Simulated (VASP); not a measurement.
# Si (Fd-3m) in VASP: notebook

The runs below take Si through relaxation of cell and atoms, with PBE.

Everything below comes from runs of VASP 6.6.1. Logs are shortened: lines on timing, memory, paths and dates and some standing lists are left out, and cuts for length are marked.

## 1. The crystal as given

The structure is cubic, space group Fd-3m (No. 227). The conventional cell has a = 5.431 Å, b = 5.431 Å, c = 5.431 Å, α = 90.00°, β = 90.00°, γ = 90.00°. Si (site symmetry -43m) has 4 Si at 2.35 Å as nearest neighbours.

## 2. Relaxation of cell and atoms, PBE

File INCAR:

```
PREC = Accurate
ENCUT = 350
EDIFF = 1E-7
ISMEAR = 0
SIGMA = 0.02
LREAL = False
LASPH = True
NELM = 60
ALGO = Fast
ISIF = 3
LWAVE = False
LCHARG = False
GGA = PE
IBRION = 2
NSW = 80
EDIFFG = -0.002
```

File KPOINTS:

```
regular mesh
0
Gamma
  10 10 10
```

File POSCAR:

```
Si
1.0
    0.0000000000      2.7154705000      2.7154705000
    2.7154705000      0.0000000000      2.7154705000
    2.7154705000      2.7154705000      0.0000000000
Si
2
Direct
    0.0000000000      0.0000000000      0.0000000000
    0.2500000000      0.2500000000      0.2500000000
```

Potentials or basis: VASP PAW PBE potentials, release 64 (Si).

Command:

```
cat potpaw_PBE.64/Si/POTCAR > POTCAR
mpirun -np 1 vasp_std > vasp.out
```

OUTCAR:

```text
PREC = Accurate
   ENCUT = 350
   EDIFF = 1E-7
   ISMEAR = 0
   LREAL = False
   LASPH = True
   NELM = 60
   ISIF = 3
   GGA = PE
   IBRION = 2
   NSW = 80
   EDIFFG = -0.002

 ion  position               nearest neighbor table
   1  0.000  0.000  0.000-   2 2.35   2 2.35   2 2.35   2 2.35
   2  0.250  0.250  0.250-   1 2.35   1 2.35   1 2.35   1 2.35

  LATTYP: Found a face centered cubic cell.
 ALAT       =     5.4309410000

  Lattice vectors:

 A1 = (   0.0000000000,   2.7154705000,   2.7154705000)
 A2 = (   2.7154705000,   0.0000000000,   2.7154705000)
 A3 = (   2.7154705000,   2.7154705000,   0.0000000000)

Analysis of symmetry for initial positions (statically):
=====================================================================
 Subroutine PRICEL returns:
 Original cell was already a primitive cell.

 Routine SETGRP: Setting up the symmetry group for a
 face centered cubic supercell.

 Subroutine GETGRP returns: Found 48 space group operations
 (whereof 24 operations were pure point group operations)
 out of a pool of 48 trial point group operations.

The static configuration has the point symmetry T_d .
 The point group associated with its full space group is O_h .

Analysis of symmetry for dynamics (positions and initial velocities):
=====================================================================
 Subroutine PRICEL returns:
 Original cell was already a primitive cell.

 Routine SETGRP: Setting up the symmetry group for a
 face centered cubic supercell.

 Subroutine GETGRP returns: Found 48 space group operations
 (whereof 24 operations were pure point group operations)
 out of a pool of 48 trial point group operations.

The dynamic configuration has the point symmetry T_d .
 The point group associated with its full space group is O_h .

 Subroutine INISYM returns: Found 48 space group operations
 (whereof 24 operations are pure point group operations),
 and found     1 'primitive' translations

----------------------------------------------------------------------------------------

                                     Primitive cell

  volume of cell :      40.0466

  direct lattice vectors                    reciprocal lattice vectors
     0.000000000  2.715470500  2.715470500    -0.184130154  0.184130154  0.184130154
     2.715470500  0.000000000  2.715470500     0.184130154 -0.184130154  0.184130154
     2.715470500  2.715470500  0.000000000     0.184130154  0.184130154 -0.184130154

  length of vectors
     3.840255209  3.840255209  3.840255209     0.318922781  0.318922781  0.318922781

  position of ions in fractional coordinates (direct lattice)
     0.000000000  0.000000000  0.000000000
     0.250000000  0.250000000  0.250000000

  ion indices of the primitive-cell ions
   primitive index   ion index
                 1           1
                 2           2

----------------------------------------------------------------------------------------

 KPOINTS: regular mesh

Automatic generation of k-mesh.
 Grid dimensions read from file:
 generate k-points for:   10   10   10

 Generating k-lattice:

  Cartesian coordinates                     Fractional coordinates (reciprocal lattice)
    -0.018413015  0.018413015  0.018413015     0.100000000  0.000000000  0.000000000
     0.018413015 -0.018413015  0.018413015     0.000000000  0.100000000  0.000000000
     0.018413015  0.018413015 -0.018413015     0.000000000  0.000000000  0.100000000

  Length of vectors
     0.031892278  0.031892278  0.031892278

  Shift w.r.t. Gamma in fractional coordinates (k-lattice)
     0.000000000  0.000000000  0.000000000

 Subroutine IBZKPT returns following result:
 ===========================================

 Found     47 irreducible k-points:

 Following reciprocal coordinates:
            Coordinates               Weight
  0.000000  0.000000  0.000000      1.000000
  0.100000  0.000000  0.000000      8.000000
  0.200000  0.000000  0.000000      8.000000
  0.300000  0.000000  0.000000      8.000000
  0.400000  0.000000  0.000000      8.000000
  0.500000  0.000000  0.000000      4.000000
[... 16 lines left out ...]
  0.300000  0.300000  0.000000      6.000000
  0.400000  0.300000  0.000000     24.000000
 [... further k-points ...]
   k-points           NKPTS =     47   k-points in BZ     NKDIM =     47   number of bands    NBANDS=      8
   number of dos      NEDOS =    301   number of ions     NIONS =      2
   total plane-waves  NPLWV =  13824
   dimension x,y,z NGX =    24 NGY =   24 NGZ =   24
   dimension x,y,z NGXF=    48 NGYF=   48 NGZF=   48
   ions per type =               2
   NGX,Y,Z   is equivalent  to a cutoff of  10.39, 10.39, 10.39 a.u.
   NGXF,Y,Z  is equivalent  to a cutoff of  20.78, 20.78, 20.78 a.u.
 SYSTEM =  unknown system
   PREC   = accura    normal or accurate (medium, high low for compatibility)
   ISTART =      0    job   : 0-new  1-cont  2-samecut
   ICHARG =      2    charge: 1-file 2-atom 10-const
   ISPIN  =      1    spin polarized calculation?
   LNONCOLLINEAR =      F non collinear calculations
   LSORBIT =      F    spin-orbit coupling
   LASPH  =      T    aspherical Exc in radial PAW
   ENCUT  =  350.0 eV  25.72 Ry    5.07 a.u.   5.86  5.86  5.86*2*pi/ulx,y,z
   NELM   =     60;   NELMIN=  2; NELMDL= -5     # of ELM steps
   EDIFF  = 0.1E-06   stopping-criterion for ELM
   LREAL  =      F    real-space projection
   EDIFFG = -.2E-02   stopping-criterion for IOM
   NSW    =     80    number of steps for IOM
   IBRION =      2    ionic relax: 0-MD 1-quasi-New 2-CG
   NFREE  =      1    steps in history (QN), initial steepest desc. (CG)
   ISIF   =      3    stress and relaxation
   ISYM   =      2    0-nonsym 1-usesym 2-fastsym
   POTIM  = 0.5000    time-step for ionic-motion
   TEBEG  =    0.0;   TEEND  =   0.0 temperature during run
   PSTRESS=    0.0 pullay stress
   NELECT =       8.0000    total number of electrons
   NUPDOWN=      -1.0000    fix difference up-down
   EMIN   =  10.00;   EMAX   =-10.00  energy-range for DOS
   EFERMI =   0.00;   METHOD = LEGACY
   ISMEAR =     0;   SIGMA  =   0.02  broadening in eV -4-tet -1-fermi 0-gaus
   EFERMI_NEDOS =   21; number of points for ismear=-14 and -15
   IALGO  =     68    algorithm
   IMIX   =      4    mixing-type and parameters
     AMIX     =   0.40;   BMIX     =  1.00
     AMIX_MAG =   1.60;   BMIX_MAG =  1.00
  volume/ion in A,a.u.               =      20.02       135.12
  Fermi-wavevector in a.u.,A,eV,Ry     =   0.957010  1.808486 12.461139  0.915868
  Thomas-Fermi vector in A             =   2.085989
   LORBIT       =      0    0 simple, 1 ext, 2 COOP (PROOUT), +10 PAW based schemes
   GGA     = PE    functional components
   LHFCALC =     F    Hartree Fock is set to
   AEXX    =    0.0000 exact exchange contribution
   IVDW    =     0    specifies the selected vdW correction
   LEPSILON=     F    determine dielectric tensor
   LRPA    =     F    only Hartree local field effects (RPA)
 conjugate gradient relaxation of ions
 non-spin polarized calculation
 RMM-DIIS sequential band-by-band and
 Gauss-broadening in eV      SIGMA  =   0.02
  energy-cutoff  :      350.00
  volume of cell :       40.05
 maximum number of plane-waves:       610
   NGX = 11   NGY = 11   NGZ = 11

--------------------------------------- Ionic step        1  -------------------------------------------

 number of electron       7.9999999 magnetization

 Free energy of the ion-electron system (eV)
  ---------------------------------------------------
  ext. energy  EPLUGINS =         0.00000000
  ---------------------------------------------------
  free energy    TOTEN  =       -10.84214350 eV

  energy without entropy =      -10.84214350  energy(sigma->0) =      -10.84214350

------------------------ aborting loop because EDIFF is reached ----------------------------------------

  FORCE on cell =-STRESS in cart. coord.  units (eV):
  Direction    XX          YY          ZZ          XY          YZ          ZX
  --------------------------------------------------------------------------------------
  -------------------------------------------------------------------------------------
  Total        0.4703273      0.4703273      0.4703273     -0.0000000     -0.0000000      0.0000000
  in kB       18.8167896     18.8167896     18.8167896     -0.0000000     -0.0000000      0.0000000
  external PRESSURE =      18.8167896 kB  Pullay stress =       0.0000000 kB

 VOLUME and BASIS-vectors are now :
 -----------------------------------------------------------------------------
  energy-cutoff  :      350.00
  volume of cell :       40.05
      direct lattice vectors                 reciprocal lattice vectors
     0.000000000  2.715470500  2.715470500    -0.184130154  0.184130154  0.184130154
     2.715470500  0.000000000  2.715470500     0.184130154 -0.184130154  0.184130154
     2.715470500  2.715470500  0.000000000     0.184130154  0.184130154 -0.184130154
[... 37 lines left out ...]
 POSITION                                       TOTAL-FORCE (eV/Angst)
 -----------------------------------------------------------------------------------
      5.49255      2.74628      2.74628         0.000000      0.000000      0.000000
      1.37314      1.37314      1.37314        -0.000000     -0.000000     -0.000000
 -----------------------------------------------------------------------------------
    total drift:                               -0.000000     -0.000000      0.000000

  FREE ENERGIE OF THE ION-ELECTRON SYSTEM (eV)
  ---------------------------------------------------
  free  energy   TOTEN  =       -10.8447066029 eV

  energy  without entropy=      -10.8447066029  energy(sigma->0) =      -10.84470660

--------------------------------------- Ionic step        3  -------------------------------------------

 number of electron       7.9999999 magnetization

 Free energy of the ion-electron system (eV)
  ---------------------------------------------------
  ext. energy  EPLUGINS =         0.00000000
  ---------------------------------------------------
  free energy    TOTEN  =       -10.84682903 eV

  energy without entropy =      -10.84682903  energy(sigma->0) =      -10.84682903

 E-fermi :   5.7259     XC(G=0):  -9.3301

 val. band max:        5.6237754977   @ k =   0.0000   0.0000   0.0000
 cond. band min:       6.2415712744   @ k =   0.4000   0.4000   0.0000
 fundamental gap:      0.6177957767
 Fermi energy:         5.7259342243

 k-point     1 :       0.0000    0.0000    0.0000
  band No.  band energies     occupation
      1      -6.1964      2.00000
      2       5.6238      2.00000
      3       5.6238      2.00000
      4       5.6238      2.00000
      5       8.1814      0.00000
      6       8.1814      0.00000
      7       8.1814      0.00000
      8       8.7643      0.00000

 k-point     2 :       0.1000    0.0000    0.0000
  band No.  band energies     occupation
      1      -6.0678      2.00000
      2       4.4816      2.00000
      3       5.4298      2.00000
      4       5.4298      2.00000
      5       8.1490      0.00000
      6       8.4680      0.00000
      7       8.4680      0.00000
      8       9.7334      0.00000
[... 221 lines left out ...]
 k-point    23 :       0.3000    0.3000    0.0000
  band No.  band energies     occupation
      1      -4.6741      2.00000
      2       1.2189      2.00000
      3       3.4395      2.00000
      4       3.4395      2.00000
      5       6.5134      0.00000
      6       8.0610      0.00000
      7      12.2004      0.00000
      8      12.2004      0.00000

 k-point    24 :       0.4000    0.3000    0.0000
  band No.  band energies     occupation
      1      -4.0725      2.00000
      2       0.2296      2.00000
      3       2.8277      2.00000
      4       3.2377      2.00000
      5       6.7009      0.00000
      6       7.8906      0.00000
      7      12.4845      0.00000
      8      12.6256      0.00000

 [... further k-points ...]

------------------------ aborting loop because EDIFF is reached ----------------------------------------

  FORCE on cell =-STRESS in cart. coord.  units (eV):
  Direction    XX          YY          ZZ          XY          YZ          ZX
  --------------------------------------------------------------------------------------
  -------------------------------------------------------------------------------------
  Total        0.0013821      0.0013821      0.0013821     -0.0000000     -0.0000000     -0.0000000
  in kB        0.0541933      0.0541933      0.0541933     -0.0000000     -0.0000000     -0.0000000
  external PRESSURE =       0.0541933 kB  Pullay stress =       0.0000000 kB

 VOLUME and BASIS-vectors are now :
 -----------------------------------------------------------------------------
  energy-cutoff  :      350.00
  volume of cell :       40.86
      direct lattice vectors                 reciprocal lattice vectors
    -0.000000000  2.733745955  2.733745955    -0.182899219  0.182899219  0.182899219
     2.733745955 -0.000000000  2.733745955     0.182899219 -0.182899219  0.182899219
     2.733745955  2.733745955 -0.000000000     0.182899219  0.182899219 -0.182899219

 POSITION                                       TOTAL-FORCE (eV/Angst)
 -----------------------------------------------------------------------------------
     -0.00000      0.00000      0.00000        -0.000000     -0.000000     -0.000000
      1.36687      1.36687      1.36687         0.000000      0.000000      0.000000
 -----------------------------------------------------------------------------------
    total drift:                               -0.000000      0.000000      0.000000

  FREE ENERGIE OF THE ION-ELECTRON SYSTEM (eV)
  ---------------------------------------------------
  free  energy   TOTEN  =       -10.8468290268 eV

  energy  without entropy=      -10.8468290268  energy(sigma->0) =      -10.84682903

 reached required accuracy - stopping structural energy minimisation
```

Run time: 9.3 s. Hardware: 1 thread of Intel Xeon Platinum 8488C (Sapphire Rapids), shared host; peak memory 0.13 GiB.

Results:

```
Free energy                            : -10.8468 eV
Relaxed volume                         : 20.43 Å³/atom
Relaxed cell                           : a = 3.866 Å, b = 3.866 Å, c = 3.866 Å, α = 60.00°, β = 60.00°, γ = 60.00°
Space group after relaxing (to 0.05 Å) : Fd-3m (No. 227)
Energy gained by relaxing              : 2.3 meV/atom
Ionic steps                            : 3
Pressure after relaxing                : 0.0 GPa
Band gap on the k mesh                 : 0.62 eV, indirect (least direct gap 2.56 eV)
```

Step by step:
```
step  energy change (eV)  largest force (eV/Å)  pressure (GPa)  volume (Å³)
   1              0.0000                0.0000            1.88        40.05
   2             -0.0026                0.0000           -1.19        41.43
   3             -0.0047                0.0000            0.01        40.86
```

Final structure:
```xyz
2
Lattice="0.0000 2.7337 2.7337 2.7337 0.0000 2.7337 2.7337 2.7337 0.0000" Properties=species:S:1:pos:R:3 pbc="T T T"
Si    0.0000    0.0000    0.0000
Si    1.3669    1.3669    1.3669
```

Levels at points of the mesh, in eV from the valence-band top:
| k point | band 1 | band 2 | band 3 | band 4 | band 5 | band 6 | band 7 | band 8 |
| --- | --- | --- | --- | --- | --- | --- | --- | --- |
| (0.00, 0.00, 0.00) | -11.82 | 0.00 | 0.00 | 0.00 | 2.56 | 2.56 | 2.56 | 3.14 |
| (0.50, 0.00, 0.00) | -9.54 | -6.87 | -1.18 | -1.18 | 1.47 | 3.35 | 3.35 | 7.70 |
| (0.50, 0.50, 0.00) | -7.75 | -7.75 | -2.80 | -2.80 | 0.75 | 0.75 | 9.94 | 9.94 |

A k mesh can miss the band edges. PBE usually gives volumes a little too large and moduli too small.

## 3. Relaxation of cell and atoms, PBE

This run uses another cell than the first one, of 20.43 Å³/atom, 1.020 times its volume.

INCAR is that of step 2.

KPOINTS is that of step 2.

File POSCAR:

```
Si                                      
1.0
   -0.0000000000      2.7337459553      2.7337459553
    2.7337459553     -0.0000000000      2.7337459553
    2.7337459553      2.7337459553     -0.0000000000
  Si            
     2
Direct
     0.0000000000000000    0.0000000000000000    0.0000000000000000
     0.2500000000000000    0.2500000000000000    0.2500000000000000
```

Potentials or basis: VASP PAW PBE potentials, release 64 (Si).

Command:

```
cat potpaw_PBE.64/Si/POTCAR > POTCAR
mpirun -np 1 vasp_std > vasp.out
```

It took 4.9 s on 1 thread of Intel Xeon Platinum 8488C (Sapphire Rapids), shared host; peak memory 0.13 GiB.

It converged, with:

```
Free energy             : -10.8471 eV
Pressure after relaxing : 0.0 GPa
Band gap on the k mesh  : 0.62 eV, indirect (least direct gap 2.56 eV)
```

Final structure:
```yaml
crystal:
  lattice:
    - [0.00000, 2.73375, 2.73375]
    - [2.73375, 0.00000, 2.73375]
    - [2.73375, 2.73375, 0.00000]
  atoms:
    - { symbol: Si, position: [0.00000, 0.00000, 0.00000] }
    - { symbol: Si, position: [0.25000, 0.25000, 0.25000] }
```

Levels at points of the mesh, in eV from the valence-band top:
| k point | band 2 | band 3 | band 4 | band 5 | band 6 | band 7 |
| --- | --- | --- | --- | --- | --- | --- |
| (0.00, 0.00, 0.00) | 0.00 | 0.00 | 0.00 | 2.56 | 2.56 | 2.56 |
| (0.50, 0.00, 0.00) | -6.87 | -1.18 | -1.18 | 1.47 | 3.35 | 3.35 |
| (0.50, 0.50, 0.00) | -7.75 | -2.80 | -2.80 | 0.75 | 0.75 | 9.94 |

Caveat: the relaxation stopped at its first step, so nothing moved.
